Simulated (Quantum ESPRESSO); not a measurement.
Runs of Quantum ESPRESSO 7.5 on Hf. The structure is cubic, space group Im-3m (No. 229). The conventional cell has a = 3.610 Å, b = 3.610 Å, c = 3.610 Å, α = 90.00°, β = 90.00°, γ = 90.00°. Hf (site symmetry m-3m) is surrounded by 8 Hf at 3.13 Å. This isn't the form of Hf at room conditions, which is hcp.

```csv
level,k mesh,symmetry,SCF threshold,form of the LDA correlation,gap on the mesh (eV),pressure (GPa)
r2SCAN,8 × 8 × 8,off,1e-08 Ry,-,none,-12.0
PBEsol,10 × 10 × 10,-,2e-10 Ry,-,none,(a)
SCAN,8 × 8 × 8,off,1e-08 Ry,-,none,-14.1
TASK,8 × 8 × 8,off,1e-08 Ry,-,none,-4.5
LDA,10 × 10 × 10,-,2e-10 Ry,PZ81,none,(b)
```

Alike in all rows: task band structure; potentials or basis SG15 PBE 1.2; no spin polarisation; cell as given; cutoff (eV) 884; smearing fermi-dirac 0.05 eV.

Fill in the values left out.

(a) -8.6; (b) -15.3.

Caveats: the potentials were made for another functional, which shifts forces and pressure; spin-orbit coupling is left out, which moves the levels of the heavy elements.

A k mesh can miss the band edges, and the runs leave out spin-orbit coupling on Hf.

A gap of «none» marks a metal or a gap under the smearing width.
